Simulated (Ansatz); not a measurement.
# WS2: the cost of one run

Computed with Ansatz 0.2.0 (DFT PBE+D3(BJ), scalar-relativistic, plane waves, PAW, unless a step's input says otherwise).

1 further run of the same task is left out (it didn't finish).

## (1) The system as given

The structure is hexagonal, space group P-6m2 (No. 187). Conventional cell: a = 3.160 Å, b = 3.160 Å, c = 23.804 Å, α = 90.00°, β = 90.00°, γ = 120.00°. Around S (site symmetry 3m) lie 3 W at 2.41 Å. Around W (site symmetry 3m) lie 6 S at 2.41 Å.

As a file:

```cif
data_structure
_symmetry_space_group_name_H-M 'P 1'
_symmetry_Int_Tables_number 1
_cell_length_a 3.1595
_cell_length_b 3.1595
_cell_length_c 23.8043
_cell_angle_alpha 90.000
_cell_angle_beta 90.000
_cell_angle_gamma 120.000
_cell_volume 205.79
loop_
_atom_site_label
_atom_site_type_symbol
_atom_site_fract_x
_atom_site_fract_y
_atom_site_fract_z
_atom_site_occupancy
S1 S 0.33334 0.66668 0.18904 1
W1 W 0.66668 0.33334 0.25525 1
S2 S 0.33334 0.66668 0.32146 1
S3 S 0.33334 0.66668 0.45757 1
W2 W 0.66668 0.33334 0.52378 1
S4 S 0.33334 0.66668 0.58999 1
```

This is the geometry at the first point of the grid.

## (3) The grid

Atoms count from 1 in the order of the input.

The upper layer of a bilayer is slid over the lower one; relaxed at each slide: nothing; the origin of the map has S4 above S3; the distance between the facing planes is held at 3.24 Å.

First coordinate, slide of the upper layer along the first cell vector, from S4 above S3: 6 values from 0.000 to 0.833, periodic. Second coordinate, slide of the upper layer along the second cell vector, from S4 above S3: 6 values from 0.000 to 0.833, periodic.

Nothing else is relaxed. Points are written as (first, second).

The two vectors of the plane (Å): (3.159, 0.000, 0.000); (-1.580, 2.736, 0.000).

(The set-up runs are not shown.)

## (4) Grid point (0/6, 0/6) of the map's two axes

input.yaml reads:

```yaml
crystal:
  lattice:
    - [3.1595456682, 0.0, 0.0]
    - [-1.5797728341, 2.7362468131, 0.0]
    - [0.0, 0.0, 23.804257433]
  atoms:
    - { symbol: S, position: [0.3333333333, 0.6666666667, 0.1890418137] }
    - { symbol: W, position: [0.6666666667, 0.3333333333, 0.2552511584] }
    - { symbol: S, position: [0.3333333333, 0.6666666667, 0.3214605092] }
    - { symbol: S, position: [0.3333333333, 0.6666666667, 0.4575706151] }
    - { symbol: W, position: [0.6666666667, 0.3333333333, 0.5237799598] }
    - { symbol: S, position: [0.3333333333, 0.6666666667, 0.5899893106] }
basis:
  ecutwfc: 420
kpoints:
  mp_grid: { grid: [9, 9, 1] }
hamiltonian:
  xc: pbe
  pseudopotentials: { kind: paw, azcp: { folder: soft_1 } }
  dispersion: d3bj
scf:
  occupations: { method: gaussian, width: 0.05 }
output:
  forces: true
  eigenvalues: true
  write_density: true
  write_potential: true
  elf: true
  volumetric_format: npy
efield:
  axis: 3
  dipole_correction: true
  ramp_width: 0.04
```

On the command line:

```
ansatz run input.yaml --threads 1 --pin off --max-ram 3072MiB --backend cpu --events-out ev --progress --plain --runs-dir out
```

**Question.** How long does this run take on 1 thread of Intel Xeon 6975P-C (Granite Rapids), shared host, and how much memory does it need?

About 5.5 s, with a peak of 0.42 GiB.
